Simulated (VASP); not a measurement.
# SnO2 (Pa-3) in VASP: notebook

One crystal, SnO2, is run at these levels: r2SCAN; tasks: equation of state.

Program: VASP 6.6.1. These are calculated values, not measurements. Logs are shortened: lines on timing, memory, paths and dates and some standing lists are left out, and cuts for length are marked.

### 1 The structure

Symmetry: Pa-3, No. 205, cubic system. The conventional cell has a = 5.107 Å, b = 5.107 Å, c = 5.107 Å, α = 90.00°, β = 90.00°, γ = 90.00°. Sn (site symmetry -3) has 6 O at 2.09 Å as nearest neighbours. O (site symmetry 3) has 3 Sn at 2.09 Å as nearest neighbours.

Measurements of this composition are mostly on another form, of space group No. 136.

### 2 Equation of state, r2SCAN, 10.66 Å³/atom (a relaxed cell with its volume scaled by 0.96)

The input, INCAR:

```
SYSTEM = SnO2
ALGO = Normal
EDIFF = 1E-6
ENCUT = 520
ISIF = 2
ISMEAR = 0
KPAR = 4
LASPH = .True.
LCHARG = .False.
LMIXTAU = .True.
LREAL = .False.
LWAVE = .False.
METAGGA = R2SCAN
NELM = 80
PREC = Accurate
SIGMA = 0.02
```

The input, KPOINTS:

```
k-points
0
Gamma
  4 4 4
  0 0 0
```

The input, POSCAR:

```
SnO2                                    
1.0
    5.0381010737      0.0000000000      0.0000000000
   -0.0000000000      5.0381010737      0.0000000000
    0.0000000000      0.0000000000      5.0381010737
  Sn              O             
     4     8
Direct
     0.0000000000000000    0.0000000000000000    0.0000000000000000
     0.5000000000000000    0.0000000000000000    0.5000000000000000
     0.5000000000000000    0.5000000000000000    0.0000000000000000
     0.0000000000000000    0.5000000000000000    0.5000000000000000
     0.6605365078747083    0.8394634921252917    0.1605365078747083
     0.8394634921252917    0.1605365078747083    0.6605365078747083
     0.1605365078747083    0.6605365078747083    0.8394634921252917
     0.3394634921252916    0.3394634921252916    0.3394634921252916
     0.6605365078747083    0.6605365078747083    0.6605365078747083
     0.8394634921252917    0.3394634921252916    0.1605365078747083
     0.1605365078747083    0.8394634921252917    0.3394634921252916
     0.3394634921252916    0.1605365078747083    0.8394634921252917
```

Potentials or basis: VASP PAW PBE potentials, release 64 (Sn_d, O).

Started as:

```console
$ cat potpaw_PBE.64/Sn_d/POTCAR potpaw_PBE.64/O/POTCAR > POTCAR
$ mpirun -np 4 vasp_std > vasp.out
```

OUTCAR:

```text
SYSTEM = SnO2
   EDIFF = 1E-6
   ENCUT = 520
   ISIF = 2
   ISMEAR = 0
   LASPH = .True.
   LREAL = .False.
   METAGGA = R2SCAN
   NELM = 80
   PREC = Accurate

 ion  position               nearest neighbor table
   1  0.000  0.000  0.000-   5 2.06   6 2.06   7 2.06  10 2.06  11 2.06  12 2.06   2 3.56   3 3.56
                             4 3.56   2 3.56   4 3.56   3 3.56   4 3.56   4 3.56   2 3.56   3 3.56
   2  0.500  0.000  0.500-   5 2.06   6 2.06   8 2.06   9 2.06  11 2.06  12 2.06   1 3.56   3 3.56
                             4 3.56   1 3.56   3 3.56   3 3.56   4 3.56   3 3.56   1 3.56   4 3.56
   3  0.500  0.500  0.000-   5 2.06   7 2.06   8 2.06   9 2.06  10 2.06  12 2.06   1 3.56   2 3.56
                             4 3.56   2 3.56   4 3.56   1 3.56   2 3.56   2 3.56   1 3.56   4 3.56
   4  0.000  0.500  0.500-   6 2.06   7 2.06   8 2.06   9 2.06  10 2.06  11 2.06   1 3.56   2 3.56
                             3 3.56   1 3.56   3 3.56   1 3.56   2 3.56   1 3.56   2 3.56   3 3.56
   5  0.661  0.839  0.161-   1 2.06   2 2.06   3 2.06
   6  0.839  0.161  0.661-   1 2.06   2 2.06   4 2.06
   7  0.161  0.661  0.839-   1 2.06   3 2.06   4 2.06
   8  0.339  0.339  0.339-   2 2.06   3 2.06   4 2.06
   9  0.661  0.661  0.661-   2 2.06   3 2.06   4 2.06
  10  0.839  0.339  0.161-   1 2.06   3 2.06   4 2.06
  11  0.161  0.839  0.339-   1 2.06   2 2.06   4 2.06
  12  0.339  0.161  0.839-   1 2.06   2 2.06   3 2.06

  LATTYP: Found a simple cubic cell.
 ALAT       =     5.0381010737

  Lattice vectors:

 A1 = (   5.0381010737,   0.0000000000,   0.0000000000)
 A2 = (   0.0000000000,   5.0381010737,   0.0000000000)
 A3 = (   0.0000000000,   0.0000000000,   5.0381010737)

Analysis of symmetry for initial positions (statically):
=====================================================================
 Subroutine PRICEL returns:
 Original cell was already a primitive cell.

 Routine SETGRP: Setting up the symmetry group for a
 simple cubic supercell.

 Subroutine GETGRP returns: Found 24 space group operations
 (whereof  6 operations were pure point group operations)
 out of a pool of 48 trial point group operations.

The static configuration has the point symmetry S_6 .
 The point group associated with its full space group is T_h .

Analysis of symmetry for dynamics (positions and initial velocities):
=====================================================================
 Subroutine PRICEL returns:
 Original cell was already a primitive cell.

 Routine SETGRP: Setting up the symmetry group for a
 simple cubic supercell.

 Subroutine GETGRP returns: Found 24 space group operations
 (whereof  6 operations were pure point group operations)
 out of a pool of 48 trial point group operations.

The dynamic configuration has the point symmetry S_6 .
 The point group associated with its full space group is T_h .

 Subroutine INISYM returns: Found 24 space group operations
 (whereof  6 operations are pure point group operations),
 and found     1 'primitive' translations

----------------------------------------------------------------------------------------

                                     Primitive cell

  volume of cell :     127.8794

  direct lattice vectors                    reciprocal lattice vectors
     5.038101074  0.000000000  0.000000000     0.198487483  0.000000000  0.000000000
     0.000000000  5.038101074  0.000000000     0.000000000  0.198487483  0.000000000
     0.000000000  0.000000000  5.038101074     0.000000000  0.000000000  0.198487483

  length of vectors
     5.038101074  5.038101074  5.038101074     0.198487483  0.198487483  0.198487483

  position of ions in fractional coordinates (direct lattice)
     0.000000000  0.000000000  0.000000000
     0.500000000  0.000000000  0.500000000
     0.500000000  0.500000000  0.000000000
     0.000000000  0.500000000  0.500000000
     0.660536508  0.839463492  0.160536508
     0.839463492  0.160536508  0.660536508
     0.160536508  0.660536508  0.839463492
     0.339463492  0.339463492  0.339463492
     0.660536508  0.660536508  0.660536508
     0.839463492  0.339463492  0.160536508
     0.160536508  0.839463492  0.339463492
[... 26 lines left out ...]

  Cartesian coordinates                     Fractional coordinates (reciprocal lattice)
     0.049621871  0.000000000  0.000000000     0.250000000  0.000000000  0.000000000
     0.000000000  0.049621871  0.000000000     0.000000000  0.250000000  0.000000000
     0.000000000  0.000000000  0.049621871     0.000000000  0.000000000  0.250000000

  Length of vectors
     0.049621871  0.049621871  0.049621871

  Shift w.r.t. Gamma in fractional coordinates (k-lattice)
     0.000000000  0.000000000  0.000000000

 Subroutine IBZKPT returns following result:
 ===========================================

 Found     11 irreducible k-points:

 Following reciprocal coordinates:
            Coordinates               Weight
  0.000000  0.000000  0.000000      1.000000
  0.250000  0.000000  0.000000      6.000000
  0.500000  0.000000  0.000000      3.000000
  0.250000  0.250000  0.000000     12.000000
  0.500000  0.250000  0.000000      6.000000
 -0.250000  0.500000  0.000000      6.000000
  0.500000  0.500000  0.000000      3.000000
  0.250000  0.250000  0.250000      8.000000
  0.500000  0.250000  0.250000     12.000000
  0.500000  0.500000  0.250000      6.000000
  0.500000  0.500000  0.500000      1.000000
   k-points           NKPTS =     11   k-points in BZ     NKDIM =     11   number of bands    NBANDS=     62
   number of dos      NEDOS =    301   number of ions     NIONS =     12
   total plane-waves  NPLWV =  64000
   dimension x,y,z NGX =    40 NGY =   40 NGZ =   40
   dimension x,y,z NGXF=    80 NGYF=   80 NGZF=   80
   ions per type =               4   8
   NGX,Y,Z   is equivalent  to a cutoff of  13.20, 13.20, 13.20 a.u.
   NGXF,Y,Z  is equivalent  to a cutoff of  26.40, 26.40, 26.40 a.u.
 SYSTEM =  SnO2
   PREC   = accura    normal or accurate (medium, high low for compatibility)
   ISTART =      0    job   : 0-new  1-cont  2-samecut
   ICHARG =      2    charge: 1-file 2-atom 10-const
   ISPIN  =      1    spin polarized calculation?
   LNONCOLLINEAR =      F non collinear calculations
   LSORBIT =      F    spin-orbit coupling
   LASPH  =      T    aspherical Exc in radial PAW
   ENCUT  =  520.0 eV  38.22 Ry    6.18 a.u.   9.37  9.37  9.37*2*pi/ulx,y,z
   NELM   =     80;   NELMIN=  2; NELMDL= -5     # of ELM steps
   EDIFF  = 0.1E-05   stopping-criterion for ELM
   LREAL  =      F    real-space projection
   EDIFFG = 0.1E-04   stopping-criterion for IOM
   NSW    =      0    number of steps for IOM
   IBRION =     -1    ionic relax: 0-MD 1-quasi-New 2-CG
   NFREE  =      0    steps in history (QN), initial steepest desc. (CG)
   ISIF   =      2    stress and relaxation
   ISYM   =      2    0-nonsym 1-usesym 2-fastsym
   POTIM  = 0.5000    time-step for ionic-motion
   TEBEG  =    0.0;   TEEND  =   0.0 temperature during run
   PSTRESS=    0.0 pullay stress
   NELECT =     104.0000    total number of electrons
   NUPDOWN=      -1.0000    fix difference up-down
   EMIN   =  10.00;   EMAX   =-10.00  energy-range for DOS
   EFERMI =   0.00;   METHOD = LEGACY
   ISMEAR =     0;   SIGMA  =   0.02  broadening in eV -4-tet -1-fermi 0-gaus
   EFERMI_NEDOS =   21; number of points for ismear=-14 and -15
   IALGO  =     38    algorithm
   IMIX   =      4    mixing-type and parameters
     AMIX     =   0.40;   BMIX     =  1.00
     AMIX_MAG =   1.60;   BMIX_MAG =  1.00
  volume/ion in A,a.u.               =      10.66        71.91
  Fermi-wavevector in a.u.,A,eV,Ry     =   1.528102  2.887694 31.770914  2.335096
  Thomas-Fermi vector in A             =   2.635907
   LORBIT       =      0    0 simple, 1 ext, 2 COOP (PROOUT), +10 PAW based schemes
   METAGGA = R2SCAN    functional components
   LHFCALC =     F    Hartree Fock is set to
   AEXX    =    0.0000 exact exchange contribution
   IVDW    =     0    specifies the selected vdW correction
   LEPSILON=     F    determine dielectric tensor
   LRPA    =     F    only Hartree local field effects (RPA)
 non-spin polarized calculation
 Gauss-broadening in eV      SIGMA  =   0.02
  energy-cutoff  :      520.00
  volume of cell :      127.88
 maximum number of plane-waves:      3468
 NGX is ok and might be reduce to    40
   NGX = 19   NGY = 19   NGZ = 19

 number of electron     104.0000061 magnetization

 Free energy of the ion-electron system (eV)
  ---------------------------------------------------
  ext. energy  EPLUGINS =         0.00000000
  ---------------------------------------------------
  free energy    TOTEN  =      -167.90685175 eV

  energy without entropy =     -167.90685175  energy(sigma->0) =     -167.90685175

 E-fermi :   7.3222     XC(G=0): -12.8810

 val. band max:        7.1728069606   @ k =   0.5000   0.0000   0.0000
 cond. band min:       9.2737134382   @ k =   0.0000   0.0000   0.0000
 fundamental gap:      2.1009064777
 Fermi energy:         7.3221984012

 k-point     1 :       0.0000    0.0000    0.0000
  band No.  band energies     occupation
      1     -14.4049      2.00000
      2     -14.4049      2.00000
      3     -14.4049      2.00000
      4     -13.4011      2.00000
      5     -13.2761      2.00000
      6     -13.2761      2.00000
[... 704 lines left out ...]
     61      19.9236      0.00000
     62      19.9236      0.00000

------------------------ aborting loop because EDIFF is reached ----------------------------------------

  FORCE on cell =-STRESS in cart. coord.  units (eV):
  Direction    XX          YY          ZZ          XY          YZ          ZX
  --------------------------------------------------------------------------------------
  -------------------------------------------------------------------------------------
  Total        8.6079861      8.6079861      8.6079861     -0.0000000      0.0000000     -0.0000000
  in kB      107.8478554    107.8478554    107.8478554     -0.0000000      0.0000000     -0.0000000
  external PRESSURE =     107.8478554 kB  Pullay stress =       0.0000000 kB

 VOLUME and BASIS-vectors are now :
 -----------------------------------------------------------------------------
  energy-cutoff  :      520.00
  volume of cell :      127.88
      direct lattice vectors                 reciprocal lattice vectors
     5.038101074  0.000000000  0.000000000     0.198487483  0.000000000  0.000000000
     0.000000000  5.038101074  0.000000000     0.000000000  0.198487483  0.000000000
     0.000000000  0.000000000  5.038101074     0.000000000  0.000000000  0.198487483

 POSITION                                       TOTAL-FORCE (eV/Angst)
 -----------------------------------------------------------------------------------
      0.00000      0.00000      0.00000         0.000000      0.000000      0.000000
      2.51905      0.00000      2.51905         0.000000      0.000000      0.000000
      2.51905      2.51905      0.00000         0.000000      0.000000      0.000000
      0.00000      2.51905      2.51905         0.000000      0.000000      0.000000
      3.32785      4.22930      0.80880        -0.034818      0.034818     -0.034818
      4.22930      0.80880      3.32785         0.034818     -0.034818     -0.034818
      0.80880      3.32785      4.22930        -0.034818     -0.034818      0.034818
      1.71025      1.71025      1.71025         0.034818      0.034818      0.034818
      3.32785      3.32785      3.32785        -0.034818     -0.034818     -0.034818
      4.22930      1.71025      0.80880         0.034818      0.034818     -0.034818
      0.80880      4.22930      1.71025        -0.034818      0.034818      0.034818
      1.71025      0.80880      4.22930         0.034818     -0.034818      0.034818
 -----------------------------------------------------------------------------------
    total drift:                                0.000000     -0.000000     -0.000000

  FREE ENERGIE OF THE ION-ELECTRON SYSTEM (eV)
  ---------------------------------------------------
  free  energy   TOTEN  =      -167.9068517531 eV

  energy  without entropy=     -167.9068517531  energy(sigma->0) =     -167.90685175
```

Run time: 64 s. Hardware: 4 MPI ranks of Intel Xeon 6975P-C (Granite Rapids), shared host; peak memory 0.29 GiB.

Results:

```
Free energy            : -167.9069 eV
Pressure               : 10.8 GPa
Largest force          : 0.060 eV/Å
Band gap on the k mesh : 2.10 eV, indirect (least direct gap 2.18 eV)
```

Caveat: the PAW data sets were made with another functional, which shifts forces and pressure a little; spin-orbit coupling is left out, which moves the levels of the heavy elements.

### 3 Equation of state, r2SCAN, 10.88 Å³/atom (a relaxed cell with its volume scaled by 0.98)

INCAR is that of step 2.

KPOINTS is that of step 2.

POSCAR, as its differences from that of step 2:

```diff
@@ -2,5 +2,5 @@
 1.0
-    5.0381010737      0.0000000000      0.0000000000
-   -0.0000000000      5.0381010737      0.0000000000
-    0.0000000000      0.0000000000      5.0381010737
+    5.0728476964      0.0000000000      0.0000000000
+   -0.0000000000      5.0728476964      0.0000000000
+    0.0000000000      0.0000000000      5.0728476964
   Sn              O
```

Potentials or basis: VASP PAW PBE potentials, release 64 (Sn_d, O).

Started as:

```console
$ cat potpaw_PBE.64/Sn_d/POTCAR potpaw_PBE.64/O/POTCAR > POTCAR
$ mpirun -np 4 vasp_std > vasp.out
```

It took 64 s on 4 MPI ranks of Intel Xeon 6975P-C (Granite Rapids), shared host; peak memory 0.29 GiB.

Results (log left out):

```
Free energy            : -168.0447 eV
Pressure               : 5.2 GPa
Largest force          : 0.034 eV/Å
Band gap on the k mesh : 1.85 eV, indirect (least direct gap 1.92 eV)
```

Caveat: the PAW data sets were made with another functional, which shifts forces and pressure a little; spin-orbit coupling is left out, which moves the levels of the heavy elements.

### 4 Equation of state, r2SCAN, 11.10 Å³/atom

INCAR is that of step 3.

KPOINTS is that of step 3.

POSCAR, as its differences from that of step 3:

```diff
@@ -2,5 +2,5 @@
 1.0
-    5.0728476964      0.0000000000      0.0000000000
-   -0.0000000000      5.0728476964      0.0000000000
-    0.0000000000      0.0000000000      5.0728476964
+    5.1071247341      0.0000000000      0.0000000000
+   -0.0000000000      5.1071247341      0.0000000000
+    0.0000000000      0.0000000000      5.1071247341
   Sn              O
```

Started as:

```console
$ cat potpaw_PBE.64/Sn_d/POTCAR potpaw_PBE.64/O/POTCAR > POTCAR
$ mpirun -np 4 vasp_std > vasp.out
```

Wall time 65 s (4 MPI ranks of Intel Xeon 6975P-C (Granite Rapids), shared host); peak memory 0.3 GiB.

Results (log left out):

- Free energy: -168.0942 eV
- Pressure: 0.3 GPa
- Largest force: 0.011 eV/Å
- Band gap on the k mesh: 1.60 eV, indirect (least direct gap 1.67 eV)

Caveat: the PAW data sets were made with another functional, which shifts forces and pressure a little; spin-orbit coupling is left out, which moves the levels of the heavy elements.

### 5 Equation of state, r2SCAN, 11.32 Å³/atom (a relaxed cell with its volume scaled by 1.02)

INCAR is that of step 4.

KPOINTS is that of step 4.

POSCAR, as its differences from that of step 4:

```diff
@@ -2,5 +2,5 @@
 1.0
-    5.1071247341      0.0000000000      0.0000000000
-   -0.0000000000      5.1071247341      0.0000000000
-    0.0000000000      0.0000000000      5.1071247341
+    5.1409477379      0.0000000000      0.0000000000
+   -0.0000000000      5.1409477379      0.0000000000
+    0.0000000000      0.0000000000      5.1409477379
   Sn              O
```

Started as:

```console
$ cat potpaw_PBE.64/Sn_d/POTCAR potpaw_PBE.64/O/POTCAR > POTCAR
$ mpirun -np 4 vasp_std > vasp.out
```

Run time: 60 s. Hardware: 4 MPI ranks of Intel Xeon 6975P-C (Granite Rapids), shared host; peak memory 0.3 GiB.

The run converged. Its results:

| Quantity | Value |
| --- | --- |
| Free energy | -168.0665 eV |
| Pressure | -4.1 GPa |
| Largest force | 0.010 eV/Å |
| Band gap on the k mesh | 1.37 eV, indirect (least direct gap 1.43 eV) |

Caveat: the PAW data sets were made with another functional, which shifts forces and pressure a little; spin-orbit coupling is left out, which moves the levels of the heavy elements.

### 6 Equation of state, r2SCAN, 11.54 Å³/atom (a relaxed cell with its volume scaled by 1.04)

INCAR is that of step 5.

KPOINTS is that of step 5.

POSCAR, as its differences from that of step 5:

```diff
@@ -2,5 +2,5 @@
 1.0
-    5.1409477379      0.0000000000      0.0000000000
-   -0.0000000000      5.1409477379      0.0000000000
-    0.0000000000      0.0000000000      5.1409477379
+    5.1743314508      0.0000000000      0.0000000000
+   -0.0000000000      5.1743314508      0.0000000000
+    0.0000000000      0.0000000000      5.1743314508
   Sn              O
```

Potentials or basis: VASP PAW PBE potentials, release 64 (Sn_d, O).

Started as:

```console
$ cat potpaw_PBE.64/Sn_d/POTCAR potpaw_PBE.64/O/POTCAR > POTCAR
$ mpirun -np 4 vasp_std > vasp.out
```

Run time: 64 s. Hardware: 4 MPI ranks of Intel Xeon 6975P-C (Granite Rapids), shared host; peak memory 0.3 GiB.

Results (log left out):

* Free energy: -167.9691 eV
* Pressure: -8.1 GPa
* Largest force: 0.030 eV/Å
* Band gap on the k mesh: 1.15 eV, indirect (least direct gap 1.21 eV)

Caveat: the PAW data sets were made with another functional, which shifts forces and pressure a little; spin-orbit coupling is left out, which moves the levels of the heavy elements.

### 7 Equation of state, r2SCAN

No new run: the results of the series are fitted here.

Results:

* Equilibrium volume: 11.13 Å³/atom
* Bulk modulus at fixed shape and positions: 231 GPa
* Pressure derivative of the bulk modulus: 5.0 (rough: it moves with the points fitted)

Energy against volume, from the lowest point:
```csv
volume (Å³/atom),energy (meV/atom)
10.657,15.61
10.879,4.12
11.101,0.00
11.323,2.30
11.545,10.42
```

Caveat: the cell was scaled at fixed shape and fractional positions, which overstates the stiffness of a crystal with free parameters, most of all of layers and chains; the PAW data sets were made with another functional, which shifts forces and pressure a little.

### 8 For comparison

An earlier run on the cell as given: functional PBE; potentials or basis VASP PAW PBE potentials, release 64 (Sn_d, O); cutoff 520 eV; k mesh 5 × 5 × 5; occupations fermi-dirac, width 0.05 eV; no spin polarisation.

* Pressure: 0.0 GPa
* Largest force: 0.004 eV/Å
* Band gap on the k mesh: 0.56 eV, indirect (least direct gap 0.62 eV)
